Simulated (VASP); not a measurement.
**C: relaxation of cell and atoms with LDA**

C:

```
C
1.0
     2.44590    0.00000    0.00000
    -1.22295    2.11821    0.00000
     0.00000    0.00000    6.59690
C
4
Cartesian
  0.0000 0.0000 1.6492
  0.0000 0.0000 4.9477
  0.0000 1.4121 1.6492
  1.2230 0.7061 4.9477
```

```
Program                : VASP 6.6.1
Task                   : relaxation of cell and atoms
Functional             : LDA
Potentials or basis    : VASP PAW LDA potentials, release 64 (C)
Cutoff                 : 600 eV
k mesh                 : 12 × 12 × 4
Occupations            : gaussian, width 0.03 eV
Spin                   : no spin polarisation
Further INCAR settings : ALGO = Normal; EDIFF = 1e-07; IBRION = 2; EDIFFG = -0.005; NSW = 90; ISIF = 3
```

| Item | Value |
| --- | --- |
| Relaxed volume | 8.49 Å³/atom |
| Relaxed cell | a = 2.446 Å, b = 2.446 Å, c = 6.551 Å, α = 90.00°, β = 90.00°, γ = 120.00° |
| Space group after relaxing (to 0.05 Å) | P6_3/mmc (No. 194) |
| Energy gained by relaxing | 0.0 meV/atom |
| Ionic steps | 9 |
| Pressure after relaxing | 0.0 GPa |
| Band gap on the k mesh | none (metal or under the smearing width) |

Step by step:
| step | energy change (eV) | largest force (eV/Å) | pressure (GPa) | volume (Å³) |
| --- | --- | --- | --- | --- |
| 1 | 0.0000 | 0.0000 | 0.06 | 34.18 |
| 2 | 0.0000 | 0.0000 | -0.39 | 34.19 |
| 3 | 0.0000 | 0.0000 | -0.15 | 34.19 |
| 4 | -0.0001 | 0.0000 | -0.14 | 34.16 |
| 5 | -0.0001 | 0.0000 | -0.12 | 34.08 |
| 6 | -0.0002 | 0.0000 | -0.07 | 33.92 |
| 7 | -0.0002 | 0.0000 | -0.07 | 33.95 |
| 8 | -0.0001 | 0.0000 | 0.51 | 33.91 |
| 9 | -0.0002 | 0.0000 | 0.01 | 33.95 |

Final structure:
```yaml
crystal:
  lattice:
    - [2.44622, 0.00000, 0.00000]
    - [-1.22311, 2.11849, 0.00000]
    - [0.00000, 0.00000, 6.55060]
  atoms:
    - { symbol: C, position: [0.00000, 0.00000, 0.25000] }
    - { symbol: C, position: [0.00000, 0.00000, 0.75000] }
    - { symbol: C, position: [0.33333, 0.66667, 0.25000] }
    - { symbol: C, position: [0.66667, 0.33333, 0.75000] }
```

Levels at points of the mesh, in eV from the Fermi level:
```tsv
k point	band 5	band 6	band 7	band 8	band 9	band 10	band 11	band 12
(0.00, 0.00, 0.00)	-2.98	-2.98	-2.95	-2.95	4.04	8.45	8.45	8.51
(0.50, 0.00, 0.00)	-6.45	-6.38	-2.87	-2.08	1.48	2.27	7.49	7.99
(0.00, 0.00, 0.50)	-2.97	-2.97	-2.97	-2.97	6.90	6.90	8.48	8.48
(0.50, 0.00, 0.50)	-6.41	-6.41	-2.39	-2.39	1.61	1.61	7.73	7.73
```

Wall time 57 s on 1 thread of Intel(R) Xeon(R) Platinum 8488C (Sapphire Rapids), on a shared host, peak memory 0.14 GiB.
